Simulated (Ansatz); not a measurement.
# Pd(111) with 4 layers of random Pd-Ir, 2x2: scattering by chemical disorder, part 2 of 2

Wanted: resistance against the alloy's length, first Pd(111) with 4 layers of random Pd-Ir, 2x2.

Ansatz 0.2.0; Ansatz plane-wave DFT, PBE, PAW files; ballistic transport by layer matching (Landauer), zero bias; PAW set soft_1.

So far. Step 3 (With 8 alloy layers): Over the solved energies the transmission per spin lies between 1.77 and 2.29, out of 5.43 channels of the lead on average (up to 6.31).

## Step 4: With 12 alloy layers

In 12 layers a share of 0.25 of the sites is given to Ir at random. A fresh draw is used; the growth of the resistance with length is what counts.

System of this step: Pd(111) with 12 layers of random Pd-Ir, 2x2. The cell holds 72 atoms: 60 Pd and 12 Ir. Its edges and angles: a = 5.501 Å, b = 5.501 Å, c = 40.424 Å, α = 90.0°, β = 90.0°, γ = 120.0°. It derives from Pd. Regions: lead, 24 atoms (24 Pd); scattering region, 48 atoms (36 Pd and 12 Ir). The structure is stacked along c, and the current runs across the ab planes.

The input, input.yaml:

```yaml
crystal:
  lattice:
    - [5.5010079149, 0.0, 0.0]
    - [-2.7505039575, 4.7640126007, 0.0]
    - [0.0, 0.0, 40.4239873877]
  atoms:
    - { symbol: Pd, position: [0.0, 0.0, 0.0277777778] }
    - { symbol: Pd, position: [0.0, 0.5, 0.0277777778] }
    - { symbol: Pd, position: [0.5, 0.0, 0.0277777778] }
    - { symbol: Pd, position: [0.5, 0.5, 0.0277777778] }
    - { symbol: Pd, position: [0.1666666667, 0.3333333333, 0.0833333333] }
    - { symbol: Pd, position: [0.1666666667, 0.8333333333, 0.0833333333] }
    - { symbol: Pd, position: [0.6666666667, 0.3333333333, 0.0833333333] }
    - { symbol: Pd, position: [0.6666666667, 0.8333333333, 0.0833333333] }
    - { symbol: Pd, position: [0.3333333333, 0.1666666667, 0.1388888889] }
    - { symbol: Pd, position: [0.3333333333, 0.6666666667, 0.1388888889] }
    - { symbol: Pd, position: [0.8333333333, 0.1666666667, 0.1388888889] }
    - { symbol: Pd, position: [0.8333333333, 0.6666666667, 0.1388888889] }
    - { symbol: Pd, position: [0.0, 0.0, 0.1944444444] }
    - { symbol: Pd, position: [0.0, 0.5, 0.1944444444] }
    - { symbol: Pd, position: [0.5, 0.0, 0.1944444444] }
    - { symbol: Pd, position: [0.5, 0.5, 0.1944444444] }
    - { symbol: Pd, position: [0.1666666667, 0.3333333333, 0.25] }
    - { symbol: Pd, position: [0.1666666667, 0.8333333333, 0.25] }
    - { symbol: Ir, position: [0.6666666667, 0.3333333333, 0.25] }
    - { symbol: Pd, position: [0.6666666667, 0.8333333333, 0.25] }
    - { symbol: Ir, position: [0.3333333333, 0.1666666667, 0.3055555556] }
    - { symbol: Ir, position: [0.3333333333, 0.6666666667, 0.3055555556] }
    - { symbol: Pd, position: [0.8333333333, 0.1666666667, 0.3055555556] }
    - { symbol: Pd, position: [0.8333333333, 0.6666666667, 0.3055555556] }
    - { symbol: Pd, position: [0.0, 0.0, 0.3611111111] }
    - { symbol: Ir, position: [0.0, 0.5, 0.3611111111] }
    - { symbol: Pd, position: [0.5, 0.0, 0.3611111111] }
    - { symbol: Pd, position: [0.5, 0.5, 0.3611111111] }
    - { symbol: Ir, position: [0.1666666667, 0.3333333333, 0.4166666667] }
    - { symbol: Pd, position: [0.1666666667, 0.8333333333, 0.4166666667] }
    - { symbol: Ir, position: [0.6666666667, 0.3333333333, 0.4166666667] }
    - { symbol: Pd, position: [0.6666666667, 0.8333333333, 0.4166666667] }
    - { symbol: Pd, position: [0.3333333333, 0.1666666667, 0.4722222222] }
    - { symbol: Pd, position: [0.3333333333, 0.6666666667, 0.4722222222] }
    - { symbol: Ir, position: [0.8333333333, 0.1666666667, 0.4722222222] }
    - { symbol: Pd, position: [0.8333333333, 0.6666666667, 0.4722222222] }
    - { symbol: Pd, position: [0.0, 0.0, 0.5277777778] }
    - { symbol: Pd, position: [0.0, 0.5, 0.5277777778] }
    - { symbol: Pd, position: [0.5, 0.0, 0.5277777778] }
    - { symbol: Pd, position: [0.5, 0.5, 0.5277777778] }
    - { symbol: Pd, position: [0.1666666667, 0.3333333333, 0.5833333333] }
    - { symbol: Pd, position: [0.1666666667, 0.8333333333, 0.5833333333] }
    - { symbol: Pd, position: [0.6666666667, 0.3333333333, 0.5833333333] }
    - { symbol: Pd, position: [0.6666666667, 0.8333333333, 0.5833333333] }
    - { symbol: Ir, position: [0.3333333333, 0.1666666667, 0.6388888889] }
    - { symbol: Pd, position: [0.3333333333, 0.6666666667, 0.6388888889] }
    - { symbol: Ir, position: [0.8333333333, 0.1666666667, 0.6388888889] }
    - { symbol: Pd, position: [0.8333333333, 0.6666666667, 0.6388888889] }
    - { symbol: Pd, position: [0.0, 0.0, 0.6944444444] }
    - { symbol: Ir, position: [0.0, 0.5, 0.6944444444] }
    - { symbol: Pd, position: [0.5, 0.0, 0.6944444444] }
    - { symbol: Ir, position: [0.5, 0.5, 0.6944444444] }
    - { symbol: Pd, position: [0.1666666667, 0.3333333333, 0.75] }
    - { symbol: Pd, position: [0.1666666667, 0.8333333333, 0.75] }
    - { symbol: Pd, position: [0.6666666667, 0.3333333333, 0.75] }
    - { symbol: Ir, position: [0.6666666667, 0.8333333333, 0.75] }
    - { symbol: Pd, position: [0.3333333333, 0.1666666667, 0.8055555556] }
    - { symbol: Pd, position: [0.3333333333, 0.6666666667, 0.8055555556] }
    - { symbol: Pd, position: [0.8333333333, 0.1666666667, 0.8055555556] }
    - { symbol: Pd, position: [0.8333333333, 0.6666666667, 0.8055555556] }
    - { symbol: Pd, position: [0.0, 0.0, 0.8611111111] }
    - { symbol: Pd, position: [0.0, 0.5, 0.8611111111] }
    - { symbol: Pd, position: [0.5, 0.0, 0.8611111111] }
    - { symbol: Pd, position: [0.5, 0.5, 0.8611111111] }
    - { symbol: Pd, position: [0.1666666667, 0.3333333333, 0.9166666667] }
    - { symbol: Pd, position: [0.1666666667, 0.8333333333, 0.9166666667] }
    - { symbol: Pd, position: [0.6666666667, 0.3333333333, 0.9166666667] }
    - { symbol: Pd, position: [0.6666666667, 0.8333333333, 0.9166666667] }
    - { symbol: Pd, position: [0.3333333333, 0.1666666667, 0.9722222222] }
    - { symbol: Pd, position: [0.3333333333, 0.6666666667, 0.9722222222] }
    - { symbol: Pd, position: [0.8333333333, 0.1666666667, 0.9722222222] }
    - { symbol: Pd, position: [0.8333333333, 0.6666666667, 0.9722222222] }
kpoints:
  mp_grid: { grid: [5, 5, 1] }
hamiltonian:
  xc: pbe
  pseudopotentials: { kind: paw, azcp: { folder: soft_1 } }
scf:
  occupations: { method: fermi_dirac, width: 0.1 }
output:
  transmission:
    leads: [[0, 4]]
    kmesh: [10, 10]
    e_range: [-0.05, 0.05]
    de: 0.05
  write_potential: true
  write_density: true
  volumetric_format: npy
```

Command:

```bash
ansatz run input.yaml --threads 4 --pin off --max-ram 15360MiB --backend cpu --events-out ev --progress --plain --runs-dir out
```

Numbers of over 12 decimals in the logs are rounded to 6 here.

The program printed:

```text
[...]
Crystal: 72 atoms, lattice volume = 1059.386 Å³
Basis set: ecut = 420 eV, 20709 PW (Γ)
Bands: 771, of which v1, the nominal top of the filled ones, is band 642 counted from 1 (641 counted from 0)
Symmetry: 1 space group operations
[...]
k-points: 13 of 25 (time reversal used)
[...]
SCF iter   1: F=—  HF=-561749.727199 eV  |F-HF|=—  |Δ(HF+E_count)|=         —  Δρ=2.23e-1  dr2=6.75e3  ethr=3.10e-3  ⟨swp⟩=4.6  Hψ=29863  notcnv=0  defer=228
[...]
SCF iter  14: F=-561613.804913 eV  HF=-561613.804913 eV  |F-HF|=1.47e-8  |Δ(HF+E_count)|=  8.15e-10  Δρ=1.60e-7  dr2=1.48e-8  ethr=7.79e-12  ⟨swp⟩=1.5  Hψ=10085  notcnv=0
SCF 1 converged in 14 iterations: F = -561613.804913 eV  dr2 = 1.48e-8
[...]
transmission: 350 of 3484 steps passed
transmission: 700 of 3484 steps passed
[...]
transmission: 3484 of 3484 steps passed
SCF converged after 14 iterations
Free energy (F): -561613.804913 eV
[...]
Internal energy: -561610.070836 eV  (E = F + TS)
E sigma→0 (E₀):  -561611.937874 eV
Entropy (-TS):   -3.734077 eV (-51.862 meV/atom)
Fermi energy:    20.573647 eV
[...]
--- Band table (eV; the first three rows and the last of 13) ---
  k-point 0: bands = [... 638 lower, 20.7811, 20.7855, 20.7934, 20.7996, 20.8028, 20.8246, 20.8566, 20.8767, ... 125 higher]
  k-point 1: bands = [... 638 lower, 20.6158, 20.6341, 20.6493, 20.6634, 20.6733, 20.6929, 20.7170, 20.7392, ... 125 higher]
  k-point 2: bands = [... 638 lower, 20.4504, 20.4690, 20.4861, 20.5008, 20.5111, 20.5222, 20.5426, 20.5544, ... 125 higher]
  k-point 12: bands = [... 638 lower, 20.4906, 20.5186, 20.5324, 20.5487, 20.5596, 20.5778, 20.5854, 20.5932, ... 125 higher]
--- Transmission ---
  basis      : 235 plane waves across, 67 finite elements along
  points     : 52, standing for a mesh of 10 x 10
[...]
channels       : 5.230000e0 a spin
[...]
junction   : crystal 0 to crystal 0, 0.70 to 38.88 Å
    transmission   : 1.578327e0 a spin
[...]
```

Wall time 16 min (4 threads of Intel Xeon 6975P-C (Granite Rapids), shared host); peak memory 8.4 GiB.

Numbers from this step:

```yaml
free_energy: -561613.8049 eV
energy_at_zero_smearing: -561611.9379 eV
fermi_energy: 20.57 eV
transmission_per_spin_nearest_the_fermi_level: 1.578
open_channels_per_spin_nearest_the_fermi_level: 5.23
step_of_the_lead_s_potential: 5.3 meV
```

Per spin. Table of transmission, zone mean by energy, zero at the Fermi level:

```tsv
energy (eV)	transmission, zone mean
-0.0500	1.77
0.0000	1.58
0.0500	1.54
```

Over the solved energies the transmission per spin lies between 1.54 and 1.77, out of 5.28 channels of the lead on average (up to 6.17).

## Step 5: The fit

This step: Ansatz plane-wave DFT, PBE, PAW files; ballistic transport by layer matching (Landauer), zero bias; residual resistivity from the slope of the area resistance, atoms on the host's lattice; PAW set soft_1 (Ansatz 0.2.0).

This step gave:

| Quantity | Value |
| --- | --- |
| resistivity | 40.28 µΩ cm |
| intercept | 0.3354 fΩ m² |
| scatter about the fit | 0.01951 fΩ m² |

Resistance, by row:

```tsv
run	length (Å)	T	channels N	RA (fΩ m²)
n4	8.983	2.553	5.51	0.7111
n8	17.97	2.044	5.43	1.032
n12	26.95	1.63	5.283	1.435
```

The area resistance by length of the alloy:

```tsv
length of the alloy (Å)	area resistance (fΩ m²)
8.98	0.711
17.97	1.03
26.95	1.43
```

The area resistance goes from 0.71 to 1.4 fΩ m² between 9.0 and 26.9 Å, a slope of 40 µΩ cm.

By hand from the end points: (1.435 − 0.7111) fΩ m² / (26.95 − 8.98) Å = 40 µΩ cm, since 1 fΩ m² per Å is 1000 µΩ cm.

## Step 6: Outcome

| Item | Value |
| --- | --- |
| resistivity from the slope | 40.3 µΩ cm |
| area resistance over 8.98 Å | 0.711 fΩ m² |
| area resistance over 18.0 Å | 1.03 fΩ m² |
| area resistance over 26.9 Å | 1.43 fΩ m² |

What this shows: The slope gives 40 µΩ cm. The points scatter by 0.020 fΩ m² about the line, with one random draw a length in a 2x2 cell, so the slope is a rough value. The lead's own channel count moves between the runs (5.51, 5.43 and 5.28), which shifts RA and the slope too. Read with a model of isotropic scattering on a spherical Fermi surface and the lead's 1.6×10¹⁵ S/m², this slope means a mean free path near 12 Å; over these lengths the model's slope is within 3 % of its bulk resistivity. The atoms sit on the host's lattice, so scattering by size misfit is left out. Spin-orbit coupling is left out, which matters for Ir. A lead's potential steps by up to 30 meV from period to period, which the log calls too much, so longer leads could move the result.

[Logs are printed without paths, hosts, clocks, repeated set-up lines and the standing remarks that a program may print on its own settings, such as how far it seeks lower states.]

[Hosts, paths, dates, database ids (printed as entryN), source tags and the programs' standing remarks are cut or masked in the printed files.]
